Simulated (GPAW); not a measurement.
# ZrS2 (P-3m1) in GPAW: single point with TB-mBJ

Aim: the single point of ZrS2 with TB-mBJ.

All numbers are computed with GPAW 26.7.0; they aren't measurements. Logs are shortened: lines on timing, memory, paths and dates and some standing lists are left out, and cuts for length are marked. The log counts tension as positive stress, the text compression.

**Experimental background.**

“Stress-Tuned Optical Transitions in Layered 1T-MX2 (M= Hf, Zr, Sn; X= S, Se) Crystals”, 2022, arxiv:2210.12074 quotes, for a bulk crystal of ZrS2: band gap 1.68 eV (indirect).

The results are compared with them further down.

## Step 1: The crystal as given

It takes space group P-3m1 (No. 164, trigonal). The conventional cell has a = 3.691 Å, b = 3.691 Å, c = 6.041 Å, α = 90.00°, β = 90.00°, γ = 120.00°. Zr (site symmetry -3m) has 6 S at 2.57 Å as nearest neighbours. S (site symmetry 3m) has 3 Zr at 2.57 Å as nearest neighbours.

The cell is a database's computed one.

## Step 2: Single point, TB-mBJ

run.py

```python
from ase import Atoms
from ase.dft.bandgap import bandgap
from ase.io import write
from gpaw import GPAW, PW

atoms = Atoms(['Zr', 'S', 'S'],
              cell=[[3.6913825498, 0.0, 0.0],
                    [-1.8456912749, 3.1968310632, 0.0],
                    [0.0, 0.0, 6.04107701]],
              scaled_positions=[[0.0, 0.0, 0.0],
                                [0.3333333333, 0.6666666667, 0.23790997],
                                [0.6666666667, 0.3333333333, 0.76209003]],
              pbc=True)

calc = GPAW(mode=PW(600),
            xc='TB09',
            kpts={'size': (8, 8, 4), 'gamma': True},
            occupations={'name': 'fermi-dirac', 'width': 0.05},
            nbands=24,
            convergence={'density': 1e-05, 'energy': 1e-05},
            eigensolver='cg',
            maxiter=150,
            txt='gpaw.txt')
atoms.calc = calc
energy = atoms.get_potential_energy()
calc.write('gs.gpw')
write('result.traj', atoms)
print('Fermi level:', round(calc.get_fermi_level(), 4), 'eV')
print(f'Gap: {bandgap(calc)[0]:.4f} eV, direct: {bandgap(calc, direct=True)[0]:.4f} eV')
```

Potentials or basis: GPAW PAW data sets for LDA (gpaw-data 1.2.1), pw.

Run with:

```
$ OMP_NUM_THREADS=1 python run.py
```

gpaw.txt:

```text
___ ___ ___ _ _ _
 |   |   |_  | | | |
 | | | | | . | | | |
 |__ |  _|___|_____|  26.7.0
 |___|_|

Input parameters:
  convergence: {density: 1e-05,
                energy: 1e-05}
  eigensolver: cg
  kpts: {gamma: True,
         size: (8, 8, 4)}
  maxiter: 150
  mode: {ecut: 600.0,
         name: pw}
  nbands: 24
  occupations: {name: fermi-dirac,
                width: 0.05}
  xc: TB09

System changes: positions, numbers, cell, pbc, initial_charges, initial_magmoms

Initialize ...

species:
  Zr:
    name:    Zirconium
    Z:       40.0
    valence: 12
    core:    28
    charge:  0.0  # [|e|]
    compensation charges:
      type: gauss
      rc: 0.40  # [Å]
      lmax: 2
    cutoffs:
      filter: 2.39  # [Å]
      core: 1.59  # [Å]
    projectors
    | kind |    occ | energy [eV] | rcut [Å] |
    |------|--------|-------------|----------|
    |   4s |  2.000 |     -54.491 |    1.323 |
    |   5s |  2.000 |      -4.587 |    1.323 |
    |   4p |  6.000 |     -32.510 |    1.334 |
    |   5p |  0.000 |      -1.548 |    1.334 |
    |   4d |  2.000 |      -3.736 |    1.244 |
    |    d |        |      23.475 |    1.244 |

    Using partial waves for Zr as LCAO basis

  S:
    name:    Sulfur
    Z:       16.0
    valence: 6
    core:    10
    charge:  0.0  # [|e|]
    compensation charges:
      type: gauss
      rc: 0.24  # [Å]
      lmax: 2
    cutoffs:
      filter: 1.77  # [Å]
      core: 1.66  # [Å]
    projectors
    | kind |    occ | energy [eV] | rcut [Å] |
    |------|--------|-------------|----------|
    |   3s |  2.000 |     -17.278 |    0.974 |
    |   3p |  4.000 |      -7.106 |    0.979 |
    |    s |        |       9.933 |    0.974 |
    |    p |        |      20.105 |    0.979 |
    |    d |        |       0.000 |    0.900 |

    Using partial waves for S as LCAO basis

Reference energy: -119435.730582  # eV

Spin-paired calculation

Convergence criteria:
 Maximum [total energy] change in last 3 cyles: 1e-05 eV / valence electron
 Maximum integral of absolute [dens]ity change: 1e-05 electrons / valence electron
 Maximum integral of absolute [eigenst]ate change: 4e-08 eV^2 / valence electron
 Maximum number of scf [iter]ations: 150
 (Square brackets indicate name in SCF output, whereas a 'c' in
 the SCF output indicates the quantity has converged.)

Symmetries present (total): 12

  ( 1  1  0)  ( 1  1  0)  ( 1  0  0)  ( 1  0  0)  ( 0  1  0)  ( 0  1  0)
  ( 0 -1  0)  (-1  0  0)  ( 0  1  0)  (-1 -1  0)  ( 1  0  0)  (-1 -1  0)
  ( 0  0  1)  ( 0  0 -1)  ( 0  0  1)  ( 0  0 -1)  ( 0  0 -1)  ( 0  0  1)

  ( 0 -1  0)  ( 0 -1  0)  (-1  0  0)  (-1  0  0)  (-1 -1  0)  (-1 -1  0)
  ( 1  1  0)  (-1  0  0)  ( 1  1  0)  ( 0 -1  0)  ( 1  0  0)  ( 0  1  0)
  ( 0  0 -1)  ( 0  0  1)  ( 0  0  1)  ( 0  0 -1)  ( 0  0  1)  ( 0  0 -1)

256 k-points: 8 x 8 x 4 Monkhorst-Pack grid + [1/16,1/16,1/8]
35 k-points in the irreducible part of the Brillouin zone
       k-points in crystal coordinates                weights
   0:     0.00000000    0.00000000    0.00000000          1/256
   1:     0.00000000    0.00000000    0.25000000          2/256
   2:     0.00000000    0.00000000    0.50000000          1/256
   3:     0.12500000    0.00000000   -0.25000000          6/256
   4:     0.12500000    0.00000000    0.00000000          6/256
   5:     0.12500000    0.00000000    0.25000000          6/256
   6:     0.12500000    0.00000000    0.50000000          6/256
   7:     0.25000000   -0.12500000    0.00000000          6/256
   8:     0.25000000   -0.12500000    0.25000000         12/256
   9:     0.25000000   -0.12500000    0.50000000          6/256
          ...
  34:     0.50000000    0.50000000    0.50000000          3/256

Wave functions: Plane wave expansion
  Cutoff energy: 600.000 eV
  Number of coefficients (min, max): 2352, 2424
  Pulay-stress correction: 0.000000 eV/Ang^3 (de/decut=0.000000)
  Using FFTW library
  ScaLapack parameters: grid=1x1, blocksize=None
  Wavefunction extrapolation:
    Improved wavefunction reuse through dual PAW basis

Occupation numbers: Fermi-Dirac:
  width: 0.0500  # eV

Eigensolver
   CG(niter=4, rtol=3.0e-01)

Densities:
  Coarse grid: 21*21*35 grid
  Fine grid: 42*42*70 grid
  Total Charge: 0.000000

Density mixing:
  Method: separate
  Backend: msr1
  Linear mixing parameter: 0.05
  old densities: 10
  Width of damping distribution: 1.1
  Damping of long wavelength oscillations: 20

Hamiltonian:
  XC and Coulomb potentials evaluated on a 42*42*70 grid
  Using the TB09 Exchange-Correlation functional
  External potential:
    NoExternalPotential

XC parameters: TB09 with 2 nearest neighbor stencil

Number of atoms: 3
Number of atomic orbitals: 21
Number of bands in calculation: 24
Number of valence electrons: 24
Bands to converge: occupied

... initialized

Initializing position-dependent things.

Density initialized from atomic densities
Creating initial wave functions:
  21 bands from LCAO basis set
  3 bands from random numbers

            S

        S

       Zr

Atomic positions and initial magnetic moments

Positions:
   0 Zr     0.000000    0.000000    0.000000    ( 0.0000,  0.0000,  0.0000)
   1 S     -0.000000    2.131221    1.437232    ( 0.0000,  0.0000,  0.0000)
   2 S      1.845691    1.065610    4.603845    ( 0.0000,  0.0000,  0.0000)

Unit cell:
           periodic     x           y           z      points  spacing
  1. axis:    yes    3.691383    0.000000    0.000000    21     0.1522
  2. axis:    yes   -1.845691    3.196831    0.000000    21     0.1522
  3. axis:    yes    0.000000    0.000000    6.041077    35     0.1726

  Lengths:   3.691383   3.691383   6.041077
  Angles:   90.000000  90.000000 120.000000

Effective grid spacing dv^(1/3) = 0.1665

iter:   1  4297.996088
iter:   2  4299.106049   +1.76  -1.16
iter:   3  4300.691524   +0.69  -1.08
iter:   4  4300.284239   +0.36  -1.16
iter:   5  4301.387810   -0.35  -1.10
iter:   6  4302.290875   -0.01  -1.36
iter:   7  4303.924292   -0.78  -1.47
iter:   8  4304.198735   -0.97  -1.97
iter:   9  4304.274065   -0.84  -1.89
iter:  10  4304.183234   -1.10  -2.27
iter:  11  4304.190685   -1.35  -2.19
iter:  12  4304.217361   -1.52  -2.32
iter:  13  4304.361709   -1.62  -2.24
iter:  14  4304.586312   -1.74  -2.43
iter:  15  4304.912947   -1.84  -2.35
iter:  16  4305.054288   -1.87  -2.77
iter:  17  4305.135395   -1.77  -2.69
iter:  18  4305.159180   -1.86  -3.27
iter:  19  4305.167195   -2.06  -3.19
iter:  20  4305.170956   -2.33  -3.11
iter:  21  4305.163485   -2.60  -3.03
iter:  22  4305.180909   -2.92  -2.95
iter:  23  4305.179901   -3.22  -2.88
iter:  24  4305.181682   -3.87  -2.80
iter:  25  4305.154084   -3.81  -2.72
iter:  26  4305.180213   -4.48  -2.54
iter:  27  4305.190544   -4.49  -2.59
iter:  28  4305.172561   -4.77  -2.59
iter:  29  4305.205866   -4.55  -2.55
iter:  30  4305.216117   -4.46  -2.65
iter:  31  4305.245542   -4.90  -2.63
iter:  32  4305.290565   -3.83  -2.73
iter:  33  4305.288646   -5.37  -2.83
iter:  34  4305.279573   -5.06  -2.80
iter:  35  4305.323095   -3.67  -2.79
iter:  36  4305.372770   -3.65  -3.25
iter:  37  4305.425697   -4.35  -3.30
iter:  38  4305.408355   -4.31  -3.45
iter:  39  4305.436187   -4.20  -3.44
iter:  40  4305.417058   -4.04  -3.27
iter:  41  4305.426024   -3.94  -3.51
iter:  42  4305.415977   -4.10  -3.44
iter:  43  4305.423959   -4.18  -3.61
iter:  44  4305.415555   -4.35  -3.58
iter:  45  4305.418971   -4.38  -3.71
iter:  46  4305.417275   -4.56  -3.84
iter:  47  4305.417711   -4.74  -3.95
iter:  48  4305.417245   -5.02  -4.17
iter:  49  4305.417332   -5.26  -4.18
iter:  50  4305.417619   -5.52  -4.56
iter:  51  4305.417835   -5.86  -4.47
iter:  52  4305.418395   -6.04  -4.82
iter:  53  4305.418273   -6.45  -5.06c
iter:  54  4305.418669   -6.75  -5.05c
iter:  55  4305.418554   -7.21  -5.61c
iter:  56  4305.418546c  -7.77c -5.54c

Converged after 56 iterations.

Dipole moment: (-0.000000, 0.000000, -0.000000) |e|*Ang

Energy contributions relative to reference atoms: (reference = -119435.730582)

Kinetic:         -7.494759
Potential:       +5.810213
External:        +0.000000
XC:            +4308.006768
Entropy (-ST):   -0.000000
Local:           -0.903676
SIC:             +0.000000
--------------------------
Free energy:   +4305.418546
Extrapolated:  +4305.418546

Showing only first 2 kpts
 Kpt  Band  Eigenvalues  Occupancy
  0    10      4.25805    2.00000
  0    11      4.38300    2.00000
  0    12      6.38961    0.00000
  0    13      6.39176    0.00000

  1    10      4.21461    2.00000
  1    11      4.21461    2.00000
  1    12      6.37979    0.00000
  1    13      6.38193    0.00000

Fermi level: 5.17308

Gap: 1.503 eV
Transition (v -> c):
  (s=0, k=4, n=11, [0.12, 0.00, 0.00]) -> (s=0, k=34, n=12, [0.50, 0.50, 0.50])
Direct/indirect transitions are different
Direct gap: 2.007 eV
Transition at: (s=0, k=0, n=11, [0.00, 0.00, 0.00])
Writing to gs.gpw (mode='')
```

It took 3.3 min on 1 thread of AMD EPYC 7R43 (Zen 3), shared host; peak memory 0.32 GiB.

What came out:

| Item | Value |
| --- | --- |
| Band gap on the k mesh | 1.50 eV, indirect (least direct gap 2.01 eV) |

Caveat: a model potential gives levels but no total energy.

## Step 3: Comparison with measurements

Step 2. Measured gap of ZrS2: 1.68 eV (indirect; quoted in “Stress-Tuned Optical Transitions in Layered 1T-MX2 (M= Hf, Zr, Sn; X= S, Se) Crystals”, 2022, arxiv:2210.12074). This calculation gives 1.50 eV (-0.18 eV). Spin-orbit coupling on Zr is left out. The value is that of TB-mBJ on a finite k mesh, which can miss the band edges, without temperature or zero-point motion. The cell is a database's relaxed one, not the measured one, which moves gaps too.
